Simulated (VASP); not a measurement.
# In (P6/mmm) in VASP: single point with PBE

Aim: the single point of In with PBE.

All numbers are computed with VASP 6.6.1; they aren't measurements. Logs are shortened: lines on timing, memory, paths and dates and some standing lists are left out, and cuts for length are marked.

### 1 The crystal as given

The structure is hexagonal, space group P6/mmm (No. 191). Conventional cell: a = 3.252 Å, b = 3.252 Å, c = 3.115 Å, α = 90.00°, β = 90.00°, γ = 120.00°. In (site symmetry 6/mmm) is surrounded by 8 In at 3.12 to 3.25 Å.

The cell was built by a generator and needn't be a form met in nature.

### 2 Single point, PBE

INCAR

```
SYSTEM = In
  PREC = Accurate
  ENCUT = 520
  EDIFF = 1E-7
  ISMEAR = 0
  SIGMA = 0.1
  LREAL = .False.
  LASPH = .True.
  NELM = 100
  ALGO = Fast
  ISIF = 2
  LWAVE = .False.
  LCHARG = .True.
  GGA = PE
  LELF = .True.
  LVHAR = .True.
  NBANDS = 48
```

KPOINTS

```
regular mesh
0
Gamma
  12 12 4
  0 0 0
```

POSCAR

```
In
1.0
    5.6319326106      0.0000000000      0.0000000000
   -2.8159663053      4.8773967132      0.0000000000
    0.0000000000      0.0000000000      6.2307771810
In
6
Direct
    0.0000000000      0.0000000000      0.5000000000
    0.0000000000      0.0000000000      0.0000000000
    0.6666666667      0.3333333333      0.5000166221
    0.3333333333      0.6666666667      0.4999833779
    0.3333333333      0.6666666667      1.0000166221
    0.6666666667      0.3333333333     -0.0000166221
```

Potentials or basis: VASP PAW PBE potentials, release 64 (In_d).

Run with:

```
cat potpaw_PBE.64/In_d/POTCAR > POTCAR
mpirun -np 1 vasp_std > vasp.out
```

OUTCAR:

```text
SYSTEM = In
   PREC = Accurate
   ENCUT = 520
   EDIFF = 1E-7
   ISMEAR = 0
   LREAL = .False.
   LASPH = .True.
   NELM = 100
   ISIF = 2
   GGA = PE

 ion  position               nearest neighbor table
   1  0.000  0.000  0.500-   2 3.12   2 3.12   4 3.25   3 3.25   3 3.25   4 3.25   3 3.25   4 3.25

   2  0.000  0.000  0.000-   1 3.12   1 3.12   6 3.25   5 3.25   6 3.25   5 3.25   6 3.25   5 3.25

   3  0.667  0.333  0.500-   6 3.12   6 3.12   1 3.25   1 3.25   1 3.25   4 3.25   4 3.25   4 3.25

   4  0.333  0.667  0.500-   5 3.12   5 3.12   1 3.25   1 3.25   1 3.25   3 3.25   3 3.25   3 3.25

   5  0.333  0.667  0.000-   4 3.12   4 3.12   2 3.25   2 3.25   2 3.25   6 3.25   6 3.25   6 3.25

   6  0.667  0.333  1.000-   3 3.12   3 3.12   2 3.25   2 3.25   2 3.25   5 3.25   5 3.25   5 3.25

  LATTYP: Found a hexagonal cell.
 ALAT       =     5.6319326106
 C/A-ratio  =     1.1063302088

  Lattice vectors:

 A1 = (   5.6319326106,   0.0000000000,   0.0000000000)
 A2 = (  -2.8159663053,   4.8773967132,   0.0000000000)
 A3 = (   0.0000000000,   0.0000000000,   6.2307771810)

Analysis of symmetry for initial positions (statically):
=====================================================================
 Subroutine PRICEL returns:
 Original cell was already a primitive cell.

 Routine SETGRP: Setting up the symmetry group for a
 hexagonal supercell.

 Subroutine GETGRP returns: Found 24 space group operations
 (whereof 12 operations were pure point group operations)
 out of a pool of 24 trial point group operations.

The static configuration has the point symmetry D_3d.
 The point group associated with its full space group is D_6h.

Analysis of symmetry for dynamics (positions and initial velocities):
=====================================================================
 Subroutine PRICEL returns:
 Original cell was already a primitive cell.

 Routine SETGRP: Setting up the symmetry group for a
 hexagonal supercell.

 Subroutine GETGRP returns: Found 24 space group operations
 (whereof 12 operations were pure point group operations)
 out of a pool of 24 trial point group operations.

The dynamic configuration has the point symmetry D_3d.
 The point group associated with its full space group is D_6h.

 Subroutine INISYM returns: Found 24 space group operations
 (whereof 12 operations are pure point group operations),
 and found     1 'primitive' translations

----------------------------------------------------------------------------------------

                                     Primitive cell

  volume of cell :     171.1543

  direct lattice vectors                    reciprocal lattice vectors
     5.631932611  0.000000000  0.000000000     0.177558943  0.102513703  0.000000000
    -2.815966305  4.877396713  0.000000000     0.000000000  0.205027407  0.000000000
     0.000000000  0.000000000  6.230777181     0.000000000  0.000000000  0.160493622

  length of vectors
     5.631932611  5.631932611  6.230777181     0.205027407  0.205027407  0.160493622

  position of ions in fractional coordinates (direct lattice)
     0.000000000  0.000000000  0.500000000
     0.000000000  0.000000000  0.000000000
     0.666666667  0.333333333  0.500016622
     0.333333333  0.666666667  0.499983378
     0.333333333  0.666666667  0.000016622
     0.666666667  0.333333333  0.999983378

  ion indices of the primitive-cell ions
   primitive index   ion index
                 1           1
                 2           2
                 3           3
                 4           4
                 5           5
                 6           6

----------------------------------------------------------------------------------------

 KPOINTS: regular mesh

Automatic generation of k-mesh.
 Grid dimensions read from file:
 generate k-points for:   12   12    4

 Generating k-lattice:

  Cartesian coordinates                     Fractional coordinates (reciprocal lattice)
     0.014796579  0.008542809  0.000000000     0.083333333 -0.000000000  0.000000000
     0.000000000  0.017085617  0.000000000     0.000000000  0.083333333  0.000000000
     0.000000000  0.000000000  0.040123406     0.000000000  0.000000000  0.250000000

  Length of vectors
     0.017085617  0.017085617  0.040123406

  Shift w.r.t. Gamma in fractional coordinates (k-lattice)
     0.000000000  0.000000000  0.000000000

 Subroutine IBZKPT returns following result:
 ===========================================

 Found     57 irreducible k-points:

 Following reciprocal coordinates:
            Coordinates               Weight
  0.000000  0.000000  0.000000      1.000000
  0.083333  0.000000  0.000000      6.000000
  0.166667 -0.000000  0.000000      6.000000
  0.250000  0.000000  0.000000      6.000000
  0.333333 -0.000000  0.000000      6.000000
  0.416667  0.000000  0.000000      6.000000
[... 16 lines left out ...]
  0.250000  0.000000  0.250000     12.000000
  0.333333 -0.000000  0.250000     12.000000
 [... further k-points ...]
   k-points           NKPTS =     57   k-points in BZ     NKDIM =     57   number of bands    NBANDS=     48
   number of dos      NEDOS =    301   number of ions     NIONS =      6
   total plane-waves  NPLWV =  84672
   dimension x,y,z NGX =    42 NGY =   42 NGZ =   48
   dimension x,y,z NGXF=    84 NGYF=   84 NGZF=   96
   ions per type =               6
   NGX,Y,Z   is equivalent  to a cutoff of  12.40, 12.40, 12.81 a.u.
   NGXF,Y,Z  is equivalent  to a cutoff of  24.80, 24.80, 25.61 a.u.
 SYSTEM =  In
   PREC   = accura    normal or accurate (medium, high low for compatibility)
   ISTART =      0    job   : 0-new  1-cont  2-samecut
   ICHARG =      2    charge: 1-file 2-atom 10-const
   ISPIN  =      1    spin polarized calculation?
   LNONCOLLINEAR =      F non collinear calculations
   LSORBIT =      F    spin-orbit coupling
   LASPH  =      T    aspherical Exc in radial PAW
   ENCUT  =  520.0 eV  38.22 Ry    6.18 a.u.  10.47 10.47 11.59*2*pi/ulx,y,z
   NELM   =    100;   NELMIN=  2; NELMDL= -5     # of ELM steps
   EDIFF  = 0.1E-06   stopping-criterion for ELM
   LREAL  =      F    real-space projection
   EDIFFG = 0.1E-05   stopping-criterion for IOM
   NSW    =      0    number of steps for IOM
   IBRION =     -1    ionic relax: 0-MD 1-quasi-New 2-CG
   NFREE  =      0    steps in history (QN), initial steepest desc. (CG)
   ISIF   =      2    stress and relaxation
   ISYM   =      2    0-nonsym 1-usesym 2-fastsym
   POTIM  = 0.5000    time-step for ionic-motion
   TEBEG  =    0.0;   TEEND  =   0.0 temperature during run
   PSTRESS=    0.0 pullay stress
   NELECT =      78.0000    total number of electrons
   NUPDOWN=      -1.0000    fix difference up-down
   EMIN   =  10.00;   EMAX   =-10.00  energy-range for DOS
   EFERMI =   0.00;   METHOD = LEGACY
   ISMEAR =     0;   SIGMA  =   0.10  broadening in eV -4-tet -1-fermi 0-gaus
   EFERMI_NEDOS =   21; number of points for ismear=-14 and -15
   IALGO  =     68    algorithm
   IMIX   =      4    mixing-type and parameters
     AMIX     =   0.40;   BMIX     =  1.00
     AMIX_MAG =   1.60;   BMIX_MAG =  1.00
  volume/ion in A,a.u.               =      28.53       192.50
  Fermi-wavevector in a.u.,A,eV,Ry     =   1.259826  2.380725 21.594632  1.587161
  Thomas-Fermi vector in A             =   2.393366
   LORBIT       =      0    0 simple, 1 ext, 2 COOP (PROOUT), +10 PAW based schemes
   GGA     = PE    functional components
   LHFCALC =     F    Hartree Fock is set to
   AEXX    =    0.0000 exact exchange contribution
   IVDW    =     0    specifies the selected vdW correction
   LEPSILON=     F    determine dielectric tensor
   LRPA    =     F    only Hartree local field effects (RPA)
 non-spin polarized calculation
 RMM-DIIS sequential band-by-band and
 Gauss-broadening in eV      SIGMA  =   0.10
  energy-cutoff  :      520.00
  volume of cell :      171.15
 maximum number of plane-waves:      4651
 NGX is ok and might be reduce to    42
   NGX = 21   NGY = 21   NGZ = 23

 number of electron      77.9999965 magnetization

 Free energy of the ion-electron system (eV)
  ---------------------------------------------------
  ext. energy  EPLUGINS =         0.00000000
  ---------------------------------------------------
  free energy    TOTEN  =       -15.10038374 eV

  energy without entropy =      -15.08470604  energy(sigma->0) =      -15.09254489

 E-fermi :   6.4743     XC(G=0):  -9.8062

 val. band max:        6.4683852402   @ k =   0.2500   0.0833   0.2500
 cond. band min:       6.4875827212   @ k =   0.1667   0.0833   0.2500
 fundamental gap:      0.0191974811
 Fermi energy:         6.4743003091

 k-point     1 :       0.0000    0.0000    0.0000
  band No.  band energies     occupation
      1      -8.4048      2.00000
      2      -8.2060      2.00000
      3      -8.2060      2.00000
      4      -8.1252      2.00000
      5      -8.1252      2.00000
      6      -8.1252      2.00000
[... 40 lines left out ...]
     47       8.0038      0.00000
     48      11.9806      0.00000

 k-point     2 :       0.0833    0.0000    0.0000
  band No.  band energies     occupation
      1      -8.4006      2.00000
      2      -8.2119      2.00000
      3      -8.2103      2.00000
      4      -8.1472      2.00000
      5      -8.1447      2.00000
      6      -8.1020      2.00000
[... 40 lines left out ...]
     47       8.9784      0.00000
     48      11.5801      0.00000

 k-point     3 :       0.1667   -0.0000    0.0000
  band No.  band energies     occupation
      1      -8.3886      2.00000
      2      -8.2325      2.00000
      3      -8.2214      2.00000
      4      -8.1670      2.00000
      5      -8.1561      2.00000
      6      -8.1047      2.00000
[... 1060 lines left out ...]
     47      10.7806      0.00000
     48      11.1125      0.00000

 k-point    24 :       0.3333   -0.0000    0.2500
  band No.  band energies     occupation
      1      -8.2832      2.00000
      2      -8.2646      2.00000
      3      -8.1861      2.00000
      4      -8.1820      2.00000
      5      -8.1604      2.00000
      6      -8.1176      2.00000
[... 40 lines left out ...]
     47      11.2842      0.00000
     48      11.8191      0.00000

 [... further k-points ...]

------------------------ aborting loop because EDIFF is reached ----------------------------------------

  FORCE on cell =-STRESS in cart. coord.  units (eV):
  Direction    XX          YY          ZZ          XY          YZ          ZX
  --------------------------------------------------------------------------------------
  -------------------------------------------------------------------------------------
  Total       -0.0358316     -0.0358316     -0.0721692      0.0000000      0.0000000      0.0000000
  in kB       -0.3354202     -0.3354202     -0.6755772      0.0000000      0.0000000      0.0000000
  external PRESSURE =      -0.4488059 kB  Pullay stress =       0.0000000 kB

 VOLUME and BASIS-vectors are now :
 -----------------------------------------------------------------------------
  energy-cutoff  :      520.00
  volume of cell :      171.15
      direct lattice vectors                 reciprocal lattice vectors
     5.631932611  0.000000000  0.000000000     0.177558943  0.102513703  0.000000000
    -2.815966305  4.877396713  0.000000000     0.000000000  0.205027407  0.000000000
     0.000000000  0.000000000  6.230777181     0.000000000  0.000000000  0.160493622

 POSITION                                       TOTAL-FORCE (eV/Angst)
 -----------------------------------------------------------------------------------
      0.00000      0.00000      3.11539         0.000000      0.000000      0.000000
      0.00000      0.00000      0.00000         0.000000      0.000000      0.000000
      2.81597      1.62580      3.11549        -0.000000      0.000000     -0.000490
     -0.00000      3.25160      3.11529         0.000000     -0.000000      0.000490
     -0.00000      3.25160      0.00010         0.000000      0.000000     -0.000490
      2.81597      1.62580      6.23067        -0.000000      0.000000      0.000490
 -----------------------------------------------------------------------------------
    total drift:                               -0.000000      0.000000      0.000000

  FREE ENERGIE OF THE ION-ELECTRON SYSTEM (eV)
  ---------------------------------------------------
  free  energy   TOTEN  =       -15.1003837367 eV

  energy  without entropy=      -15.0847060354  energy(sigma->0) =      -15.09254489
```

It took 6.9 min on 1 thread of AMD EPYC 9R45 (Zen 5), shared host; peak memory 0.44 GiB.

What came out:

```
Free energy            : -15.1004 eV
Pressure               : 0.0 GPa
Band gap on the k mesh : none (metal or under the smearing width)
```
